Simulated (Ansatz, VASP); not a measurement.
# GaAs (generalised stacking fault on (111) of GaAs (glide set)) in two plane-wave programs, part 2 of 3

Wanted: the spread between two codes on one cell, functional and k mesh. Of the first pair: The cell is taken from a series of runs on this material, whose earlier steps may have relaxed, scaled, displaced or heated it; both programs get it as it stands.

VASP 6.6.1 and Ansatz 0.2.0.

So far. Step 2 (VASP: single point, PBEsol): The run ends at a pressure of -2.62 GPa, with forces up to 1.9 eV/Å.

## 3. Ansatz: single point, PBEsol

Level of this step: Ansatz beside VASP: Kohn-Sham DFT, plane waves, PBEsol (Ansatz).

Ansatz runs on its default PAW (the set named soft_2) files.

The same cell, functional, mesh and smearing now go to Ansatz, which takes its cutoff from its data sets.

input.yaml reads:

```yaml
crystal:
  lattice:
    - [4.06586, 0.0, 0.0]
    - [-2.03293, 3.52114, 0.0]
    - [-1.82964, 3.40377, 26.55811]
  atoms:
    - { symbol: Ga, position: [0.32282, 0.36185, 0.31533] }
    - { symbol: As, position: [0.31971, 0.27166, 0.40862] }
    - { symbol: Ga, position: [0.652, 0.90817, 0.43983] }
    - { symbol: As, position: [0.6489, 0.81804, 0.53308] }
    - { symbol: Ga, position: [0.98119, 0.4546, 0.56419] }
    - { symbol: As, position: [0.97808, 0.36431, 0.65759] }
    - { symbol: Ga, position: [0.31039, 0.00101, 0.68861] }
    - { symbol: As, position: [0.30726, 0.91068, 0.78206] }
    - { symbol: Ga, position: [0.63957, 0.54742, 0.81302] }
    - { symbol: As, position: [0.63646, 0.45703, 0.90654] }
    - { symbol: Ga, position: [0.96875, 0.09378, 0.93746] }
    - { symbol: As, position: [0.96563, 0.00331, 0.03107] }
    - { symbol: Ga, position: [0.29794, 0.6401, 0.06196] }
    - { symbol: As, position: [0.29481, 0.54957, 0.15562] }
    - { symbol: Ga, position: [0.62711, 0.18619, 0.18671] }
    - { symbol: As, position: [0.62399, 0.09541, 0.28063] }
kpoints:
  mp_grid: { grid: [5, 5, 1] }
hamiltonian:
  xc: pbesol
scf:
  occupations: { method: fermi_dirac, width: 0.025 }
output:
  forces: true
```

On the command line:

```bash
> ansatz run input.yaml --threads 5 --pin off --max-ram 81920MiB --backend cuda --events-out ev --progress --plain --runs-dir out
```

Numbers of over 12 decimals in the logs are rounded to 6 here.

The log of the run:

```text
Engine: ansatz 0.2.0, x86_64-unknown-linux-gnu
Pseudopotentials: kind: paw
Pseudopotential: Ga, paw, valence charge 13, recommended cutoff 420 eV (normal), Ga.paw.azcp
Pseudopotential: As, paw, valence charge 15, recommended cutoff 420 eV (normal), As.paw.azcp
Functional definition: PBEsol
  exchange = pbesol_x
  correlation = pbesol_c
device memory: the entry about to start is reckoned to put 8.5 GiB on a device that reports 78.6 GiB free
GPU FFT provider: cuFFT
GPU libraries: cuBLAS 13.8.2, cuFFT 12.4.0, cuSOLVER 12.3.4
Crystal: 16 atoms, lattice volume = 380.218 Å³
Basis set: ecut = 420 eV, 7419 PW (Γ), exchange–correlation on 60×60×360 points (8 copies of the dense FFT grid, shifted against one another)
Bands: 128, of which v1, the nominal top of the filled ones, is band 112 counted from 1 (111 counted from 0)
Symmetry: 1 space group operations
Space group: P1 (ITA 1), of the structure as read, at distance tolerance 7.2e-5 Å
k-points: 13 of 25 (time reversal used)
Non-local potential: Ga, projectors of the file, l = 0: 2, l = 1: 2, l = 2: 3, l = 3: 1
Non-local potential: As, projectors of the file, l = 0: 2, l = 1: 2, l = 2: 3, l = 3: 1
PAW form: soft (Blöchl's): semilocal exchange-correlation on the pseudo side does not see the compensation charge
PAW frozen core: Ga, regenerated for the run's functional, and the local potential with it (the file was generated under x = pbe(κ = 0.804, μ = 0.219515), c = pbe(β = 0.066725))
PAW frozen core: As, regenerated for the run's functional, and the local potential with it (the file was generated under x = pbe(κ = 0.804, μ = 0.219515), c = pbe(β = 0.066725))
PAW one-centre angular grid: Ga, 590 points (default); XC on 64 Gauss nodes
PAW one-centre angular grid: As, 590 points (default); XC on 64 Gauss nodes
Initial density: superposition of atomic densities (neutral atoms: chi_scale 0, normalization atom), corrected by the library's trained network
Initial wavefunctions: pseudopotential atomic-orbital guess
GPU buffer pool allocated for 162000 grid points (all kernels)
GPU transforms: local potential and band sums: pruned to the plane-wave sphere, on 27×27×180
Functional: x = pbesol(κ = 0.804, μ = 0.123457), c = pbesol(β = 0.046)
SCF iter   1: F=—  HF=-68454.213100 eV  |F-HF|=—  |Δ(HF+E_count)|=         —  Δρ=3.07e-3  dr2=9.71e-2  ethr=1.77e-3  ⟨swp⟩=6.0  Hψ=5573  notcnv=0  defer=1
preconditioner: auto → Resta (q_TF=auto, 2.498 Å⁻¹)  ε∞=3.8  [insulator: Δε(μ)=0.275 eV  Ē_g=13.558 eV  σ=0.025 eV  W_gap=0.99  n_scr=110 (ndim 8)  ℏωp=22.9 eV  f_vac=0.101  D(μ)=0.03/eV (n_scr^D=0)  ε∞_Penn≈3.8]
SCF iter   2: F=—  HF=-68454.188261 eV  |F-HF|=—  |Δ(HF+E_count)|=   2.48e-2  Δρ=1.67e-3  dr2=3.58e-2  ethr=4.33e-5  ⟨swp⟩=2.1  Hψ=2195  notcnv=0  defer=111
preconditioner: auto → LDOS  [insulator: Δε(μ)=0.110 eV  Ē_g=13.566 eV  σ=0.025 eV  W_gap=0.80  n_scr=110 (ndim 8)  ℏωp=22.9 eV  f_vac=0.097  D(μ)=0.60/eV (n_scr^D=4)  ε∞_Penn≈3.8  β→1.0]
SCF iter   3: F=—  HF=-68454.187000 eV  |F-HF|=—  |Δ(HF+E_count)|=   1.26e-3  Δρ=6.90e-4  dr2=7.73e-3  ethr=1.60e-5  ⟨swp⟩=2.0  Hψ=2065  notcnv=0  defer=111
SCF iter   4: F=—  HF=-68454.186583 eV  |F-HF|=—  |Δ(HF+E_count)|=   4.17e-4  Δρ=2.37e-4  dr2=7.57e-4  ethr=3.45e-6  ⟨swp⟩=2.0  Hψ=2571  notcnv=0  defer=111
SCF iter   5: F=—  HF=-68454.185312 eV  |F-HF|=—  |Δ(HF+E_count)|=   1.27e-3  Δρ=8.58e-5  dr2=2.13e-4  ethr=3.38e-7  ⟨swp⟩=2.0  Hψ=2679  notcnv=0  defer=111
SCF iter   6: F=—  HF=-68454.185264 eV  |F-HF|=—  |Δ(HF+E_count)|=   4.79e-5  Δρ=3.03e-5  dr2=4.85e-6  ethr=9.51e-8  ⟨swp⟩=2.0  Hψ=1848  notcnv=0  defer=111
SCF iter   7: F=—  HF=-68454.186178 eV  |F-HF|=—  |Δ(HF+E_count)|=   9.14e-4  Δρ=1.02e-5  dr2=3.84e-7  ethr=2.16e-9  ⟨swp⟩=2.0  Hψ=2592  notcnv=0  defer=111
SCF iter   8: F=-68454.186178 eV  HF=-68454.186178 eV  |F-HF|=1.86e-8  |Δ(HF+E_count)|=   2.41e-7  Δρ=2.90e-6  dr2=6.12e-8  ethr=4.46e-11  ⟨swp⟩=4.0  Hψ=5766  notcnv=0
SCF 1 converged in 8 iterations: F = -68454.186178 eV  dr2 = 6.12e-8
  greatest PAW one-centre occupation: 0.999 electrons in one spin orbital (limit 2), on the As atom at site 15 (counted from 0), in its partial waves of l = 2
SCF converged after 8 iterations
Free energy (F): -68454.186178 eV
Harris-Foulkes:  -68454.186178 eV  (|F-HF|=1.86e-8)
Internal energy: -68454.185301 eV  (E = F + TS)
E sigma→0 (E₀):  -68454.185739 eV
Entropy (-TS):   -0.000877 eV (-0.055 meV/atom)
Fermi energy:    7.553071 eV
--- Per-component energies (eV) ---
  E_band       = -2657.535308
  E_kinetic    = 1745.778294
  E_local      = -31988.899844  (includes V_loc(G=0)·N_el)
  E_nonlocal   = -1938.191285
  E_hartree    = 16031.587570
  E_xc         = -1172.489564
  E_vxc        = -1092.248711  (∫ρ·V_xc dr)
  E_paw        = -29943.161582  (= ΣΔE_a)
  E_vpaw       = -1447.143868  (= ΣTr[D̂ρ^β])
  E_aug_tail   = -0.000909  (compensation charges beyond the density's cutoff)
  E_ewald      = -21203.443232
  E_core_change = 14.635252  (= ΣΔE_core)
  E_smearing   = -0.000877  (= −TS)
  E_closure    = -0.000000  (closes the sum)
  Σ components = -68454.186178   (vs F -68454.186178, Δ=0.00e0)
--- Forces (eV/Å), atoms counted from 1 ---
  atom   1  Ga    -1.56019132     0.90251936     0.00591992
  atom   2  As    -0.02366487     0.01326525     0.00283842
  atom   3  Ga    -0.00478815     0.00312073    -0.00141387
  atom   4  As    -0.00001439    -0.00047378     0.00662621
  atom   5  Ga    -0.00252481     0.00178864    -0.00330663
  atom   6  As    -0.00112711    -0.00125356     0.00169051
  atom   7  Ga    -0.00001606     0.00127140    -0.00767131
  atom   8  As     0.00220933     0.00107671     0.00715025
  atom   9  Ga    -0.00169714     0.00012242    -0.00797215
  atom  10  As    -0.00024437    -0.00427560     0.00793104
  atom  11  Ga    -0.00111793     0.00335804    -0.00471384
  atom  12  As     0.00552836    -0.00195464     0.00113044
  atom  13  Ga    -0.00463624     0.00247366     0.00088555
  atom  14  As     0.00888627    -0.00545654    -0.00278506
  atom  15  Ga    -0.03681463     0.02177120     0.00456330
  atom  16  As     1.62021533    -0.93735438    -0.01087275
  max |Σ_I F_I| component: 2.29e-6 eV/Å
```

## 4. Comparison

Known differences besides the potentials themselves: the data sets hold 224 valence electrons in Ansatz (on its default PAW (the set named soft_2) files) and 144 in VASP; the cutoff is 420 eV in Ansatz and 400 eV in VASP; Ansatz makes its cores anew for this functional, VASP keeps those of its PBE data sets. Total energies have different zeros and are not compared.

Compared:

```csv
quantity,Ansatz,VASP,difference
gap on the k mesh (eV),0.142,0.134,+0.008
```

Forces on 7 of the 16 atoms, those with the largest forces and the largest differences (eV/Å; atoms numbered as in POSCAR):

```
atom         Ansatz x, y, z           VASP x, y, z
 Ga1   -1.560, 0.903, 0.006   -1.573, 0.908, 0.005
 Ga5  -0.002, 0.000, -0.008  -0.001, 0.001, -0.008
 Ga8   -0.037, 0.022, 0.005   -0.037, 0.021, 0.006
 As9   -0.024, 0.013, 0.003   -0.023, 0.013, 0.003
As13   0.000, -0.004, 0.008   0.002, -0.001, 0.008
As15  0.009, -0.005, -0.003  0.009, -0.005, -0.003
As16  1.620, -0.937, -0.011  1.632, -0.942, -0.012
```

The forces differ by 2.8 meV/Å r.m.s., which is 0.7 % of the r.m.s. force of 0.378 eV/Å (both taken over all components). A gap on the mesh is an upper bound, since the band edges may lie between its points.

## 5. Ansatz: relaxation, PBE

This run makes the geometry at which the two programs are then compared.

The structure compared here is the end of the Ansatz relaxation.

input.yaml reads:

```yaml
crystal:
  lattice:
    - [4.06586, 0.0, 0.0]
    - [-2.03293, 3.52114, 0.0]
    - [0.60988, -2.69954, 26.55811]
  atoms:
    - { symbol: Ga, position: [0.40772, 0.9111, 0.31884] }
    - { symbol: As, position: [0.42924, 0.9818, 0.41104] }
    - { symbol: Ga, position: [0.7695, 0.67126, 0.44077] }
    - { symbol: As, position: [0.79126, 0.74274, 0.534] }
    - { symbol: Ga, position: [0.1316, 0.43244, 0.56406] }
    - { symbol: As, position: [0.15336, 0.50394, 0.65731] }
    - { symbol: Ga, position: [0.49394, 0.1944, 0.68836] }
    - { symbol: As, position: [0.5158, 0.26624, 0.78205] }
    - { symbol: Ga, position: [0.85642, 0.95686, 0.8133] }
    - { symbol: As, position: [0.87828, 0.02868, 0.90696] }
    - { symbol: Ga, position: [0.21884, 0.71906, 0.9379] }
    - { symbol: As, position: [0.24058, 0.79046, 0.03104] }
    - { symbol: Ga, position: [0.5809, 0.4801, 0.06101] }
    - { symbol: As, position: [0.60264, 0.55154, 0.15417] }
    - { symbol: Ga, position: [0.9431, 0.24166, 0.18478] }
    - { symbol: As, position: [0.96458, 0.31218, 0.27675] }
kpoints:
  mp_grid: { grid: [5, 5, 1] }
hamiltonian:
  xc: pbe
scf:
  occupations: { method: fermi_dirac, width: 0.025 }
output:
  forces: true
relax:
  f_tol: 0.05
  max_steps: 120
  constraints:
    - { sites: [0, 1, 2, 3, 4, 5, 6, 7, 8, 9, 10, 11, 12, 13, 14, 15], fix: xy }
```

The log of the run:

```text
[...]
GPU FFT provider: cuFFT
GPU libraries: cuBLAS 13.8.2, cuFFT 12.4.0, cuSOLVER 12.3.4
Crystal: 16 atoms, lattice volume = 380.218 Å³
Basis set: ecut = 420 eV, 7405 PW (Γ), exchange–correlation on 60×60×360 points (8 copies of the dense FFT grid, shifted against one another)
Bands: 135, of which v1, the nominal top of the filled ones, is band 112 counted from 1 (111 counted from 0)
Symmetry: 1 space group operations
[...]
- { symbol: Ga, position: [0.856300, 0.956464, 0.812784] }
    - { symbol: As, position: [0.878043, 0.027902, 0.905945] }
    - { symbol: Ga, position: [0.218506, 0.717964, 0.936470] }
    - { symbol: As, position: [0.240286, 0.789496, 0.029782] }
    - { symbol: Ga, position: [0.580846, 0.479924, 0.060780] }
    - { symbol: As, position: [0.602652, 0.551579, 0.154221] }
    - { symbol: Ga, position: [0.943083, 0.241605, 0.184708] }
    - { symbol: As, position: [0.964708, 0.312601, 0.277299] }
[key lines of the parts left out:]
SCF converged after 5 iterations
Free energy (F): -69117.882334 eV
Fermi energy:    8.067789 eV
```

## 6. VASP: single point, PBE, pair 2

The same cell, functional, mesh and smearing now go to VASP, with its own data sets.

INCAR reads:

```
SYSTEM = GaAs
PREC = Accurate
ENCUT = 400
EDIFF = 1E-06
NELM = 120
ISMEAR = -1
SIGMA = 0.025
LREAL = .FALSE.
ALGO = Normal
GGA = PE
NBANDS = 89
LORBIT = 11
LWAVE = .FALSE.
LCHARG = .FALSE.
ISIF = 2
LASPH = .TRUE.
GGA_COMPAT = .FALSE.
EFERMI = MIDGAP
KPAR = 4
```

POSCAR reads:

```
GaAs
1.0
    4.0658600000      0.0000000000      0.0000000000
   -2.0329300000      3.5211400000      0.0000000000
    0.6098800000     -2.6995400000     26.5581100000
Ga As
8 8
Direct
    0.4075400000      0.9105100000      0.3180700000
    0.7696250000      0.6716750000      0.4413200000
    0.1319750000      0.4336650000      0.5656600000
    0.4941750000      0.1951650000      0.6893600000
    0.8563000000      0.9564600000      0.8127800000
    0.2185000000      0.7179500000      0.9364700000
    0.5808450000      0.4799150000      0.0607800000
    0.9430800000      0.2416100000      0.1847100000
    0.4290400000      0.9811800000      0.4102400000
    0.7913600000      0.7430800000      0.5344600000
    0.1537000000      0.5050700000      0.6587900000
    0.5158850000      0.2665450000      0.7824500000
    0.8780300000      0.0278900000      0.9059400000
    0.2402750000      0.7894850000      0.0297800000
    0.6026350000      0.5515650000      0.1542200000
    0.9646950000      0.3125850000      0.2773000000
```

KPOINTS reads:

```
Automatic mesh
0
Gamma
5 5 1
0 0 0
```

The projector-augmented-wave data sets are Ga_d and As (PBE family, release 64).

On the command line:

```bash
> mpirun -np 4 vasp_std
```

The log of the run:

```text
[banner, memory and clock lines left out]
running    4 mpi-ranks, on    1 nodes
[...]
LDA part: xc-table for (Slater+PW92), standard interpolation
 [... a notice as in an earlier step ...]

 POSCAR, INCAR and KPOINTS ok, starting setup
[...]
entering main loop
       N       E                     dE             d eps       ncg     rms          rms(c)
DAV:   1     0.135406301558E+04    0.13541E+04   -0.53086E+04  2522   0.194E+03
DAV:   2     0.205559669606E+03   -0.11485E+04   -0.10967E+04  2466   0.574E+02
DAV:   3    -0.436778098775E+02   -0.24924E+03   -0.23434E+03  2803   0.184E+02
DAV:   4    -0.652104222578E+02   -0.21533E+02   -0.21089E+02  2740   0.528E+01
[...]
DAV:  14    -0.651922161317E+02   -0.55874E-05   -0.32818E-05  2716   0.571E-02    0.275E-03
DAV:  15    -0.651922174184E+02   -0.12868E-05   -0.87066E-06  2692   0.261E-02    0.150E-03
DAV:  16    -0.651922177813E+02   -0.36284E-06   -0.99165E-07  1596   0.831E-03
   1 F= -.65192218E+02 E0= -.65192215E+02  d E =-.653220E-05
```

From OUTCAR (step 6):

```text
  Total        1.2959989      2.1707969      1.9024742      0.7575956      0.4152386     -0.7192135
  in kB        5.4611276      9.1473837      8.0167155      3.1923841      1.7497477     -3.0306484
  external PRESSURE =       7.5417423 kB  Pullay stress =       0.0000000 kB

 POSITION                                       TOTAL-FORCE (eV/Angst)
 -----------------------------------------------------------------------------------
     -0.00002      2.34739      8.44734        -0.887860      0.512607      0.025820
      2.03287      1.17370     11.72063         0.055888     -0.032267     -0.010995
     -0.00003     -0.00003     15.02286         0.005019     -0.002898     -0.037436
      2.03292     -1.17375     18.30810         0.001475     -0.000852      0.012661
      2.03288      1.17370     21.58590        -0.001402      0.000809      0.041203
     -0.00002     -0.00004     24.87087        -0.002981      0.001721      0.025795
      1.42307      1.52577      1.61420        -0.017919      0.010346     -0.039304
      3.45591      0.35211      4.90555        -0.018045      0.010418     -0.036525
     -0.00006      2.34741     10.89520        -0.076365      0.044089      0.047552
      2.03289      1.17369     14.19425        -0.016231      0.009371      0.016066
     -0.00007     -0.00001     17.49622        -0.003108      0.001795     -0.042813
      2.03285     -1.17371     20.78039         0.000705     -0.000407     -0.040677
      4.06576     -2.34742     24.06005        -0.001679      0.000969     -0.001951
     -0.60988      2.69949      0.79090        -0.001797      0.001038      0.043901
      1.42299      1.52581      4.09579        -0.042203      0.024366     -0.003443
      3.45597      0.35207      7.36456         1.006501     -0.581104      0.000145
 -----------------------------------------------------------------------------------
    total drift:                               -0.000290      0.000135     -0.000594

  FREE ENERGIE OF THE ION-ELECTRON SYSTEM (eV)
  ---------------------------------------------------
  free  energy   TOTEN  =       -65.1922177813 eV

  energy  without entropy=      -65.1922112491  energy(sigma->0) =      -65.19221452

[... 1 part as in an earlier step ...]

[... 2 further parts left out ...]
[key lines of the parts left out:]
E-fermi :   4.0247
```

The run ends at a pressure of 0.75 GPa, with forces up to 1.2 eV/Å.

## 7. Comparison

What differs besides the data sets and the points named for the pairs above, as far as they apply: the data sets hold 224 valence electrons in Ansatz (on its default PAW (the set named soft_2) files) and 144 in VASP. Total energies have different zeros and are not compared.

The two programs side by side:

```csv
quantity,Ansatz,VASP,difference
gap on the k mesh (eV),0.480,0.479,+0.001
```

Forces on 7 of the 16 atoms, those with the largest forces and the largest differences (eV/Å; atoms numbered as in POSCAR):

```csv
atom,"Ansatz x, y, z","VASP x, y, z"
Ga1,"-0.880, 0.509, 0.023","-0.888, 0.513, 0.026"
Ga2,"0.056, -0.032, -0.010","0.056, -0.032, -0.011"
Ga7,"-0.018, 0.010, -0.039","-0.018, 0.010, -0.039"
As9,"-0.077, 0.044, 0.045","-0.076, 0.044, 0.048"
As11,"-0.004, 0.001, -0.045","-0.003, 0.002, -0.043"
As15,"-0.043, 0.024, -0.004","-0.042, 0.024, -0.003"
As16,"0.999, -0.578, 0.005","1.007, -0.581, 0.000"
```

The forces differ by 2.1 meV/Å r.m.s., which is 0.9 % of the r.m.s. force of 0.225 eV/Å (both taken over all components). A gap on the mesh is an upper bound, since the band edges may lie between its points.

## 8. Ansatz: relaxation, PBE

This run makes the geometry at which the two programs are then compared.

The structure compared here is the end of the Ansatz relaxation.

input.yaml, the sections that differ from step 5:

```yaml
crystal:
  lattice:
    - [4.06586, 0.0, 0.0]
    - [-2.03293, 3.52114, 0.0]
    - [0.81317, -2.81691, 26.55811]
  atoms:
    - { symbol: Ga, position: [0.39732, 0.92266, 0.31999] }
    - { symbol: As, position: [0.41578, 0.99644, 0.41222] }
    - { symbol: Ga, position: [0.755, 0.68668, 0.44171] }
    - { symbol: As, position: [0.77362, 0.76118, 0.53481] }
    - { symbol: Ga, position: [0.11306, 0.45224, 0.5653] }
    - { symbol: As, position: [0.13164, 0.52662, 0.65827] }
    - { symbol: Ga, position: [0.47106, 0.21764, 0.68871] }
    - { symbol: As, position: [0.48976, 0.29238, 0.78214] }
    - { symbol: Ga, position: [0.8293, 0.98384, 0.81316] }
    - { symbol: As, position: [0.84794, 0.0585, 0.90646] }
    - { symbol: Ga, position: [0.18736, 0.74944, 0.93679] }
    - { symbol: As, position: [0.20596, 0.8239, 0.02986] }
    - { symbol: Ga, position: [0.54538, 0.51486, 0.06025] }
    - { symbol: As, position: [0.56394, 0.58908, 0.15302] }
    - { symbol: Ga, position: [0.90348, 0.28058, 0.18406] }
    - { symbol: As, position: [0.92178, 0.35378, 0.27557] }
# kpoints, hamiltonian, scf, output, relax: as in step 5
```

On the command line:

```bash
> ansatz run input.yaml --threads 5 --pin off --max-ram 81920MiB --backend cuda --events-out ev --progress --plain --runs-dir out
```

The log of the run:

```text
[...]
GPU FFT provider: cuFFT
GPU libraries: cuBLAS 13.8.2, cuFFT 12.4.0, cuSOLVER 12.3.4
Crystal: 16 atoms, lattice volume = 380.218 Å³
Basis set: ecut = 420 eV, 7429 PW (Γ), exchange–correlation on 60×60×360 points (8 copies of the dense FFT grid, shifted against one another)
Bands: 135, of which v1, the nominal top of the filled ones, is band 112 counted from 1 (111 counted from 0)
Symmetry: 1 space group operations
[...]
- { symbol: Ga, position: [0.829229, 0.983556, 0.812805] }
    - { symbol: As, position: [0.847819, 0.058015, 0.905854] }
    - { symbol: Ga, position: [0.187301, 0.749203, 0.936494] }
    - { symbol: As, position: [0.205921, 0.823745, 0.029666] }
    - { symbol: Ga, position: [0.545412, 0.514987, 0.060409] }
    - { symbol: As, position: [0.564064, 0.589575, 0.153638] }
    - { symbol: Ga, position: [0.903427, 0.280369, 0.183796] }
    - { symbol: As, position: [0.921866, 0.354124, 0.276000] }
[key lines of the parts left out:]
SCF converged after 5 iterations
Free energy (F): -69117.693287 eV
Fermi energy:    8.162722 eV
```

(Continued in part 3 of 3.)

[Lines on the potential files, build, host, timing and source positions are cut from VASP's logs without a mark.]

[Logs are printed without paths, hosts, clocks, repeated set-up lines and the standing remarks that a program may print on its own settings, such as how far it seeks lower states.]

[Hosts, paths, dates, database ids (printed as entryN), source tags and the programs' standing remarks are cut or masked in the printed files.]
